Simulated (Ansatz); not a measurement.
Relaxing Be

Method: DFT PBEsol, scalar-relativistic, plane waves, PAW in Ansatz. Cutoff 420 eV, Γ-centred k mesh, Gaussian smearing, no spin polarisation in the final step.

The start puts Be on the simple hexagonal structure type (P6/mmm, No. 191), at a guessed volume.

```xyz
1
Lattice="2.1523 0.0000 0.0000 -1.0762 1.8640 0.0000 0.0000 0.0000 2.0111" Properties=species:S:1:pos:R:3 pbc="T T T"
Be    0.0000    0.0000    0.0000
```

Steps on the 9×9×8 mesh (1 atom). 9 of 10 steps are shown, and the free energy counts from the last. Trial steps that were taken back and renewals of the plane-wave basis can be among the rows.

```
step  ΔF (meV/atom) V (Å³/atom) P (GPa)
   1          222.5         8.07    12.09
   2          131.0         8.36     7.75
   3           72.5         8.70     5.88
   4           30.2         9.02     4.48
   5            5.4         9.36     2.79
   6            4.0         9.92    -2.35
   7            1.4         9.69     0.25
   8            0.1         9.69     0.37
  10            0.0         9.74     0.02
```

A final relaxation ran on a 30×30×22 mesh. The relaxed crystal, P6/mmm (No. 191):

Space group P6/mmm (No. 191). a = 2.141 Å, b = 2.141 Å, c = 2.420 Å, α = 90.00°, β = 90.00°, γ = 120.00°
| atom | site | symmetry | x | y | z |
| --- | --- | --- | --- | --- | --- |
| Be | 1a | 6/mmm | 0.0000 | 0.0000 | 0.0000 |

```
Volume per atom                    : 9.60 Å³
Density                            : 1.56 g/cm³
Energy over the standard structure : 0.53 eV/atom
Gap on the 30×30×22 mesh           : 0 eV (a metal)
```

Energies count from the standard state of Be at the same level.

The final run used a 30×30×22 mesh on its 1-atom cell and 0.10 eV smearing. For metals, differences of a few meV/atom aren't resolved.

A later test with randomly moved atoms lowered the energy by 528 meV/atom on a coarse mesh, so it isn't stable against such moves and is likely a saddle point held by symmetry.